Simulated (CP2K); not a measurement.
**GaSb under changes of volume**

One of the cells (28.625 Å³/atom); the others are scaled copies at fixed shape and fractional positions:

```xyz
2
Lattice="4.3261 0.0000 0.0000 2.1630 3.7465 0.0000 2.1630 1.2488 3.5322" Properties=species:S:1:pos:R:3 pbc="T T T"
Sb    6.4891    3.7465    2.6492
Ga    0.0000    0.0000    0.0000
```

| Item | Value |
| --- | --- |
| Program | CP2K 2026.2 |
| Functional | LDA |
| Potentials or basis | GTH_POTENTIALS Sb GTH-PADE-q5, Ga GTH-PADE-q13; TZVP-MOLOPT-PBE-GTH basis |
| Density cutoff | 6123 eV |
| k mesh | 8 × 8 × 8 |
| Occupations | fermi-dirac, width 0.05 eV |
| Spin | no spin polarisation |

```csv
volume (Å³/atom),energy over the lowest point (meV/atom),pressure (GPa)
26.907,3.60,1.7
27.480,0.00,0.4
28.052,0.66,-0.7
28.625,4.98,-1.7
29.197,?,?
29.770,23.30,-3.4
30.342,36.66,-4.1
```

Question: What does the run at 29.197 Å³/atom give?

Answer: Energy over the lowest point 12.63 meV/atom; pressure -2.6 GPa.

Worked out: A Birch-Murnaghan fit of order 3 (a polynomial in V^(-2/3)) to the other rows has its minimum at 27.68 Å³/atom with B0 = V·E''(V) = 54 GPa and B' = 4.3. It gives 12.64 meV/atom at 29.197 Å³/atom, against the run's 12.63, and -dE/dV = -2.6 GPa, against -2.6.

Energies are extrapolated to zero smearing.

Caveats: the basis of atomic orbitals isn't converged, which shifts pressures, moduli and gaps.
